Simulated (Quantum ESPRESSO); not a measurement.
# AlN(001), stepped through the number of layers, part 3 of 11

Wanted: a table for AlN(001) against the number of layers, and what can be fitted to it.

Quantum ESPRESSO 7.5; plane-wave DFT, PBE, GBRV ultrasoft pseudopotentials.

So far. Step 2 (Relaxing cell and ions of the reference):  The last row is no step: it is a fresh SCF in the final cell with a new plane-wave basis, -0 meV from the row before.

The structure was built from a prototype and need not be the compound's stable phase.

**4. Relaxation with pw.x, 3 layers**

What the set-up leaves free in this member is relaxed.

System of this step: AlN(001), 3 layers. The cell holds 6 atoms: 3 Al and 3 N. Cell: a = 2.882 Å, b = 2.882 Å, c = 20.097 Å, α = 90.0°, β = 90.0°, γ = 90.0°. It derives from AlN. Vacuum lies along c.

m0.relax.in

```
&control
  prefix = 'm0.relax'
  outdir = './out'
  pseudo_dir = './pseudo'
  nstep = 90
  forc_conv_thr = 6e-05
  calculation = 'relax'
  etot_conv_thr = 1e-07
/
&system
  ibrav = 0
  nat = 6
  ntyp = 2
  ecutwfc = 40
  ecutrho = 200
  occupations = 'fixed'
/
&electrons
  conv_thr = 1e-10
  mixing_beta = 0.4
  electron_maxstep = 120
/
&ions
/
ATOMIC_SPECIES
  Al  26.9815  al_pbe_v1.uspp.F.UPF
  N   14.0070  n_pbe_v1.2.uspp.F.UPF
CELL_PARAMETERS angstrom
  2.88190044700000 0.00000000000000 0.00000000000000
  0.00000000000000 2.88190044700000 0.00000000000000
  0.00000000000000 0.00000000000000 20.09688351350860
ATOMIC_POSITIONS crystal
  Al  0.000000000000 0.000000000000 0.398604882910
  N   0.500000000000 0.500000000000 0.398604882910
  Al  0.500000000000 0.500000000000 0.500000000000
  N   0.000000000000 0.000000000000 0.500000000000
  Al  0.000000000000 0.000000000000 0.601395117090
  N   0.500000000000 0.500000000000 0.601395117090
K_POINTS automatic
  6 6 1 0 0 0
```

The run is started by

```sh
$ OMP_NUM_THREADS=1 mpirun -n 8 pw.x -nk 2 -in m0.relax.in > m0.relax.out
```

The program printed:

```text
[banner, memory and clock lines left out]
Program PWSCF v.7.5 starts

          URL

     Message from routine setup:
     using ibrav=0 with symmetry is DISCOURAGED, use correct ibrav instead

     bravais-lattice index     =            0
     lattice parameter (alat)  =       5.4460  a.u.
     unit-cell volume          =    1126.3757 (a.u.)^3
     number of atoms/cell      =            6
     number of atomic types    =            2
     number of electrons       =        24.00
     number of Kohn-Sham states=           12
     kinetic-energy cutoff     =      40.0000  Ry
     charge density cutoff     =     200.0000  Ry
     scf convergence threshold =      1.0E-10
     mixing beta               =       0.4000
     number of iterations used =            8  plain     mixing
     energy convergence thresh.=      1.0E-07
     force convergence thresh. =      6.0E-05
     Exchange-correlation= SLA  PW   PBE  PBE
                           (   1   4   3   4   0   0   0)
     nstep                     =           90

     celldm(1)=   5.446003  celldm(2)=   0.000000  celldm(3)=   0.000000
     celldm(4)=   0.000000  celldm(5)=   0.000000  celldm(6)=   0.000000

     crystal axes: (cart. coord. in units of alat)
               a(1) = (   1.000000   0.000000   0.000000 )
               a(2) = (   0.000000   1.000000   0.000000 )
               a(3) = (   0.000000   0.000000   6.973483 )

     reciprocal axes: (cart. coord. in units 2 pi/alat)
               b(1) = (  1.000000  0.000000  0.000000 )
               b(2) = (  0.000000  1.000000  0.000000 )
               b(3) = (  0.000000  0.000000  0.143400 )

     PseudoPot. # 1 for Al read from file:
     ./pseudo/al_pbe_v1.uspp.F.UPF
     Pseudo is Ultrasoft + core correction, Zval =  3.0
     Generated by new atomic code, or converted to UPF format
     Using radial grid of  893 points,  3 beta functions with:
                l(1) =   0
                l(2) =   1
                l(3) =   2
     Q(r) pseudized with  8 coefficients,  rinner =    0.900   0.900   0.900
                                                       0.900   0.900

     PseudoPot. # 2 for N  read from file:
     ./pseudo/n_pbe_v1.2.uspp.F.UPF
     Pseudo is Ultrasoft + core correction, Zval =  5.0
     Generated by new atomic code, or converted to UPF format
     Using radial grid of  729 points,  4 beta functions with:
                l(1) =   0
                l(2) =   0
                l(3) =   1
                l(4) =   1
     Q(r) pseudized with  8 coefficients,  rinner =    0.900   0.900   0.900

     atomic species   valence    mass     pseudopotential
     Al                3.00    26.98150     Al( 1.00)
     N                 5.00    14.00700     N ( 1.00)

     16 Sym. Ops., with inversion, found

   Cartesian axes

     site n.     atom                  positions (alat units)
         1        Al     tau(   1) = (   0.0000000   0.0000000   2.7796643  )
         2        N      tau(   2) = (   0.5000000   0.5000000   2.7796643  )
         3        Al     tau(   3) = (   0.5000000   0.5000000   3.4867415  )
         4        N      tau(   4) = (   0.0000000   0.0000000   3.4867415  )
         5        Al     tau(   5) = (   0.0000000   0.0000000   4.1938186  )
         6        N      tau(   6) = (   0.5000000   0.5000000   4.1938186  )

     number of k points=    10
                       cart. coord. in units 2pi/alat
        k(    1) = (   0.0000000   0.0000000   0.0000000), wk =   0.0555556
        k(    2) = (   0.0000000   0.1666667   0.0000000), wk =   0.2222222
        k(    3) = (   0.0000000   0.3333333   0.0000000), wk =   0.2222222
        k(    4) = (   0.0000000  -0.5000000   0.0000000), wk =   0.1111111
        k(    5) = (   0.1666667   0.1666667   0.0000000), wk =   0.2222222
        k(    6) = (   0.1666667   0.3333333   0.0000000), wk =   0.4444444
        k(    7) = (   0.1666667  -0.5000000   0.0000000), wk =   0.2222222
        k(    8) = (   0.3333333   0.3333333   0.0000000), wk =   0.2222222
        k(    9) = (   0.3333333  -0.5000000   0.0000000), wk =   0.2222222
        k(   10) = (  -0.5000000  -0.5000000   0.0000000), wk =   0.0555556

     Dense  grid:    53915 G-vectors     FFT dimensions: (  25,  25, 180)

     Smooth grid:    38453 G-vectors     FFT dimensions: (  24,  24, 160)

     Initial potential from superposition of free atoms

     starting charge      23.9926, renormalised to      24.0000

     negative rho (up, down):  1.556E-04 0.000E+00
     Starting wfcs are   24 randomized atomic wfcs

     per-process dynamical memory:    17.4 Mb

     Self-consistent Calculation

     iteration #  1     ecut=    40.00 Ry     beta= 0.40
     Davidson diagonalization with overlap
     ethr =  1.00E-02,  avg # of iterations =  2.0

     negative rho (up, down):  1.408E-04 0.000E+00

     total energy              =     -80.52973096 Ry
     estimated scf accuracy    <       1.87208691 Ry

     iteration #  2     ecut=    40.00 Ry     beta= 0.40
     Davidson diagonalization with overlap
     ethr =  7.80E-03,  avg # of iterations =  2.1

     negative rho (up, down):  2.085E-04 0.000E+00

     total energy              =     -80.96646727 Ry
     estimated scf accuracy    <       0.06462780 Ry

     iteration #  3     ecut=    40.00 Ry     beta= 0.40
     Davidson diagonalization with overlap
     ethr =  2.69E-04,  avg # of iterations =  2.0

     negative rho (up, down):  2.864E-04 0.000E+00

     total energy              =     -80.96499392 Ry
     estimated scf accuracy    <       0.02181392 Ry

     iteration #  4     ecut=    40.00 Ry     beta= 0.40
     Davidson diagonalization with overlap
     ethr =  9.09E-05,  avg # of iterations =  2.1

     negative rho (up, down):  3.428E-04 0.000E+00

     total energy              =     -80.96742846 Ry
     estimated scf accuracy    <       0.00512386 Ry

     iteration #  5     ecut=    40.00 Ry     beta= 0.40
     Davidson diagonalization with overlap
     ethr =  2.13E-05,  avg # of iterations =  2.5

     negative rho (up, down):  3.501E-04 0.000E+00

     total energy              =     -80.96836600 Ry
     estimated scf accuracy    <       0.00053598 Ry

     iteration #  6     ecut=    40.00 Ry     beta= 0.40
     Davidson diagonalization with overlap
     ethr =  2.23E-06,  avg # of iterations =  2.4

     negative rho (up, down):  3.537E-04 0.000E+00

     total energy              =     -80.96840945 Ry
     estimated scf accuracy    <       0.00008308 Ry

     iteration #  7     ecut=    40.00 Ry     beta= 0.40
     Davidson diagonalization with overlap
     ethr =  3.46E-07,  avg # of iterations =  2.4

[...]
Total force =     0.000148     Total SCF correction =     0.000002
     Energy error            =      1.7E-06 Ry
     Gradient error          =      9.2E-05 Ry/Bohr

     number of scf cycles    =   7
     number of bfgs steps    =   6

     energy             old  =     -80.9733519432 Ry
     energy             new  =     -80.9733536901 Ry

     CASE: energy            _new < energy            _old

     new trust radius        =       0.0006722388 bohr
     new conv_thr            =            1.5E-12 Ry

ATOMIC_POSITIONS (crystal)
Al               0.0000000000        0.0000000000        0.4002090555
N                0.5000000000        0.5000000000        0.3965814519
Al               0.5000000000        0.5000000000        0.5000000000
N                0.0000000000        0.0000000000        0.5000000000
Al               0.0000000000        0.0000000000        0.5997909445
N                0.5000000000        0.5000000000        0.6034185481

     XML data file
     NEW-OLD atomic charge density approx. for the potential

     negative rho (up, down):  3.686E-04 0.000E+00

     per-process dynamical memory:    24.9 Mb

     Self-consistent Calculation

     iteration #  1     ecut=    40.00 Ry     beta= 0.40
     Davidson diagonalization with overlap
     ethr =  1.00E-06,  avg # of iterations =  2.0

     Threshold (ethr) on eigenvalues was too large:
     Diagonalizing with lowered threshold

     Davidson diagonalization with overlap
     ethr =  3.60E-10,  avg # of iterations =  4.1

     negative rho (up, down):  3.686E-04 0.000E+00

     total energy              =     -80.97335371 Ry
     estimated scf accuracy    <       0.00000028 Ry

     iteration #  2     ecut=    40.00 Ry     beta= 0.40
     Davidson diagonalization with overlap
     ethr =  1.17E-09,  avg # of iterations =  2.2

     negative rho (up, down):  3.686E-04 0.000E+00

     total energy              =     -80.97335378 Ry
     estimated scf accuracy    <       0.00000004 Ry

     iteration #  3     ecut=    40.00 Ry     beta= 0.40
     Davidson diagonalization with overlap
     ethr =  1.70E-10,  avg # of iterations =  2.1

     negative rho (up, down):  3.687E-04 0.000E+00

     total energy              =     -80.97335378 Ry
     estimated scf accuracy    <          6.6E-09 Ry

     iteration #  4     ecut=    40.00 Ry     beta= 0.40
     Davidson diagonalization with overlap
     ethr =  2.74E-11,  avg # of iterations =  3.1

     negative rho (up, down):  3.687E-04 0.000E+00

     total energy              =     -80.97335378 Ry
     estimated scf accuracy    <          2.2E-09 Ry

     iteration #  5     ecut=    40.00 Ry     beta= 0.40
     Davidson diagonalization with overlap
     ethr =  9.00E-12,  avg # of iterations =  2.5

     negative rho (up, down):  3.687E-04 0.000E+00

     total energy              =     -80.97335378 Ry
     estimated scf accuracy    <          1.7E-10 Ry

     iteration #  6     ecut=    40.00 Ry     beta= 0.40
     Davidson diagonalization with overlap
     ethr =  7.25E-13,  avg # of iterations =  2.0

     negative rho (up, down):  3.687E-04 0.000E+00

     total energy              =     -80.97335378 Ry
     estimated scf accuracy    <          1.2E-11 Ry

     iteration #  7     ecut=    40.00 Ry     beta= 0.40
     Davidson diagonalization with overlap
     ethr =  1.00E-13,  avg # of iterations =  2.5

     negative rho (up, down):  3.687E-04 0.000E+00

     total energy              =     -80.97335378 Ry
     estimated scf accuracy    <          7.0E-12 Ry

     iteration #  8     ecut=    40.00 Ry     beta= 0.40
     Davidson diagonalization with overlap
     ethr =  1.00E-13,  avg # of iterations =  3.0

     negative rho (up, down):  3.687E-04 0.000E+00

     total energy              =     -80.97335378 Ry
     estimated scf accuracy    <          2.0E-11 Ry

     iteration #  9     ecut=    40.00 Ry     beta= 0.40
     Davidson diagonalization with overlap
     ethr =  1.00E-13,  avg # of iterations =  2.0

     negative rho (up, down):  3.687E-04 0.000E+00

     End of self-consistent calculation

          k = 0.0000 0.0000 0.0000 (  4877 PWs)   bands (ev):

   -16.6832 -14.8994 -13.5052  -5.7654  -3.1652  -2.2185  -2.2185  -1.3843
    -0.9293  -0.9293  -0.1675  -0.1675

          k = 0.0000 0.1667 0.0000 (  4845 PWs)   bands (ev):

   -16.3311 -14.5933 -13.3484  -5.5676  -4.4743  -3.0675  -2.2798  -2.0148
    -1.6929  -0.7958  -0.5492  -0.1563

          k = 0.0000 0.3333 0.0000 (  4815 PWs)   bands (ev):

   -15.3694 -13.8326 -13.1947  -6.4287  -6.3164  -4.4906  -3.7390  -1.5027
    -1.2958  -0.9990  -0.5068  -0.2225

          k = 0.0000-0.5000 0.0000 (  4806 PWs)   bands (ev):

   -14.4535 -13.5419 -13.3207  -7.3124  -6.8908  -5.8808  -2.5151  -2.2757
    -1.1129  -0.7874  -0.3820  -0.3493

          k = 0.1667 0.1667 0.0000 (  4846 PWs)   bands (ev):

   -15.9878 -14.2966 -13.1905  -5.3785  -4.3651  -3.8290  -3.0527  -2.3334
    -2.2540  -1.3078  -1.2257  -0.2360

          k = 0.1667 0.3333 0.0000 (  4820 PWs)   bands (ev):

   -15.0580 -13.5649 -13.0089  -6.1215  -6.0048  -4.4740  -3.5103  -3.1522
    -2.1164  -1.4792  -0.8523  -0.8199

          k = 0.1667-0.5000 0.0000 (  4798 PWs)   bands (ev):

   -14.2026 -13.2790 -13.0796  -6.9322  -6.6536  -5.7298  -2.4848  -2.3488
    -2.0068  -1.9086  -1.7664  -0.5332

          k = 0.3333 0.3333 0.0000 (  4798 PWs)   bands (ev):

   -14.2468 -12.9193 -12.6698  -5.8367  -5.4420  -5.3703  -4.1862  -4.1781
    -2.7599  -2.7527  -1.1699  -0.8687

          k = 0.3333-0.5000 0.0000 (  4754 PWs)   bands (ev):

   -13.6038 -12.6432 -12.5076  -6.3657  -5.9839  -5.8874  -3.9281  -3.4897
    -3.3781  -2.7805  -1.3458  -1.0459

          k =-0.5000-0.5000 0.0000 (  4752 PWs)   bands (ev):

   -13.2290 -12.2360 -12.1532  -6.5841  -6.5841  -4.8912  -4.8912  -3.4990
    -3.3700  -3.3700  -1.7167  -0.9362

     highest occupied level (ev):    -0.1563

!    total energy              =     -80.97335378 Ry
     estimated scf accuracy    <          6.3E-13 Ry

     The total energy is the sum of the following terms:
     one-electron contribution =    -753.48132270 Ry
     hartree contribution      =     385.35036733 Ry
     xc contribution           =     -29.53275347 Ry
     ewald contribution        =     316.69035506 Ry

     convergence has been achieved in   9 iterations

     negative rho (up, down):  3.687E-04 0.000E+00

     Forces acting on atoms (cartesian axes, Ry/au):

     atom    1 type  1   force =     0.00000000    0.00000000    0.00000346
     atom    2 type  2   force =     0.00000000    0.00000000   -0.00000381
     atom    3 type  1   force =     0.00000000    0.00000000    0.00000000
     atom    4 type  2   force =     0.00000000    0.00000000    0.00000000
     atom    5 type  1   force =     0.00000000    0.00000000   -0.00000346
     atom    6 type  2   force =     0.00000000    0.00000000    0.00000381

     Total force =     0.000007     Total SCF correction =     0.000002
     SCF correction compared to forces is large: reduce conv_thr to get better values
     Energy error            =      8.8E-08 Ry
     Gradient error          =      3.8E-06 Ry/Bohr

     bfgs converged in   8 scf cycles and   7 bfgs steps
     (criteria: energy <  1.0E-07 Ry, force <  6.0E-05 Ry/Bohr)

     End of BFGS Geometry Optimization

     Final energy             =     -80.9733537784 Ry

     File ./out/m0.relax.bfgs deleted, as requested
Begin final coordinates

ATOMIC_POSITIONS (crystal)
Al               0.0000000000        0.0000000000        0.4002090555
N                0.5000000000        0.5000000000        0.3965814519
Al               0.5000000000        0.5000000000        0.5000000000
N                0.0000000000        0.0000000000        0.5000000000
Al               0.0000000000        0.0000000000        0.5997909445
N                0.5000000000        0.5000000000        0.6034185481
End final coordinates

     XML data file, charge density, pseudopotentials, collected wavefunctions

                                        0.00s GPU  (    1660 calls)
```

Elapsed: 12 s, on 8 MPI ranks of Arm Neoverse V2, shared host; peak memory 0.45 GiB.

The steps of the relaxation:

```tsv
step	energy less that of the first step (eV)	largest force (eV/Å)
1	0.0000	0.9386
2	-0.0511	0.4572
3	-0.0667	0.0217
4	-0.0668	0.0160
5	-0.0668	0.0137
6	-0.0668	0.0094
7	-0.0669	0.0024
8	-0.0669	0.0001
```

The atoms that moved most (Å):

```tsv
atom	dx	dy	dz	length
N2	0.000	0.000	-0.041	0.041
N6	0.000	0.000	0.041	0.041
Al1	0.000	0.000	0.032	0.032
Al5	0.000	0.000	-0.032	0.032
```

Final coordinates:

```xyz
6
Lattice="2.8819 0.0000 0.0000 0.0000 2.8819 0.0000 0.0000 0.0000 20.0969" Properties=species:S:1:pos:R:3
Al    0.0000    0.0000    8.0430
N     1.4410    1.4410    7.9701
Al    1.4410    1.4410   10.0484
N     0.0000    0.0000   10.0484
Al    0.0000    0.0000   12.0539
N     1.4410    1.4410   12.1268
```

The relaxation lowers the energy by 11 meV an atom.

This step gave:

- free energy: -1101.6986 eV
- valence top, on the run's zero: -0.1563 eV

(Continued in part 4 of 11.)

[Logs are printed without paths, hosts, clocks, repeated set-up lines and the standing remarks that a program may print on its own settings, such as how far it seeks lower states.]

[Hosts, paths, dates, database ids (printed as entryN), source tags and the programs' standing remarks are cut or masked in the printed files.]

[Maps of the electrostatic potential energy from Ansatz leave out the sawtooth potential of an applied field or a dipole correction, so their vacuum need not be flat; planar profiles and work functions include it.]
